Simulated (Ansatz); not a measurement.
# What DFT gives for BaTiO3

```
Ba Ti O
1.0
     3.94683    0.00000    0.00000
     0.00000    7.89365    0.00000
     0.00000    0.00000    3.96370
Ba Ti O
2 2 6
Direct
  0.00000 0.00000 0.00000
  0.00000 0.50000 0.00000
  0.50000 0.25000 0.48200
  0.50000 0.75000 0.48200
  0.50000 0.25000 0.01600
  0.50000 0.75000 0.01600
  0.50000 0.00000 0.51500
  0.50000 0.50000 0.51500
  0.00000 0.25000 0.51500
  0.00000 0.75000 0.51500
```

Single point in Ansatz 0.2.0 with r2SCAN, collinear spin. Cutoff 500 eV, PAW datasets, 5×3×5 (shifted by 0.5, 0, 0.5 steps) k mesh, fermi-dirac filling (width 0.1 eV).

The state carries no moments; the state need not be the lowest.

(1) Where is the largest force?

(2) Give the Bader charges.

(3) Which orbitals make up the band edges?

(4) Metal or insulator? Give the gap.

Origin: a database entry at a rescaled volume. Caveats: the input typed no starting moments; the mesh misses a band edge that the path finds.

## Answers

(1) The largest is on Ti3 (and as large on other atoms): 0.28 eV/Å, components (0.00, 0.00, 0.28). It makes 180° with the line to a nearest neighbour, O5 at 1.85 Å, pointing away from it.

(2) Bader charges in e: Ba +1.57, Ti +2.31, O -1.29. In the mean Ti gives up most and O takes most.

(3) Within 0.7 eV of the edges, the states project mainly on O p (94 %) below the gap and on Ti d (88 %) above it.

(4) The gap is 2.29 eV, indirect or between spins (the least direct gap found is 2.56 eV). A semilocal functional usually gives too small a gap.
